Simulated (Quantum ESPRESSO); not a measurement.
The system is P, a slab with vacuum.

```
CELL_PARAMETERS angstrom
3.28373 0.00000 0.00000
0.00000 34.85703 0.00000
0.00000 0.00000 4.63208
ATOMIC_POSITIONS crystal
P 0.50000 0.97026 0.90785
P 0.50000 0.02974 0.09215
P 0.00000 0.02974 0.40785
P 0.00000 0.97026 0.59215
```

The slab is cut from a database's or a generator's crystal, which needn't be the stable form of the element.

* Program: Quantum ESPRESSO 7.5
* Task: single point
* Functional: PBEsol
* Potentials or basis: GBRV 1.5 PBEsol
* Cutoff: 612 eV
* Density cutoff: 4898 eV
* k mesh: 8 × 1 × 6
* Occupations: fermi-dirac, width 0.05 eV
* Spin: no spin polarisation

On this cell: largest force 0.271 eV/Å; band gap on the k mesh 0.88 eV, direct.

The same run follows on a disturbed copy (atoms moved at random, drawn with an rms of 0.05 Å):

```xyz
4
Lattice="3.2837 0.0000 0.0000 0.0000 34.8570 0.0000 0.0000 0.0000 4.6321" Properties=species:S:1:pos:R:3 pbc="T T T"
P     1.6459   33.8511    4.2404
P     1.6310    1.0663    0.3925
P     0.0246    1.0037    1.9058
P    -0.0390   33.8092    2.7789
```

What changes?

The energy moves by +8.3 meV/atom; largest force 0.728 eV/Å; band gap on the k mesh 1.02 eV, indirect (least direct gap 1.03 eV).

Forces in eV/Å, atoms in the order of the input:
```
P   -0.431 -0.153  0.163
P    0.294  0.044  0.469
P   -0.394  0.370 -0.208
P    0.532 -0.261 -0.423
```

Stress tensor (GPa, compression positive):
```
-0.19 -0.06 -0.32
-0.06  0.25  0.17
-0.32  0.17 -0.22
```

A k mesh can miss the band edges.
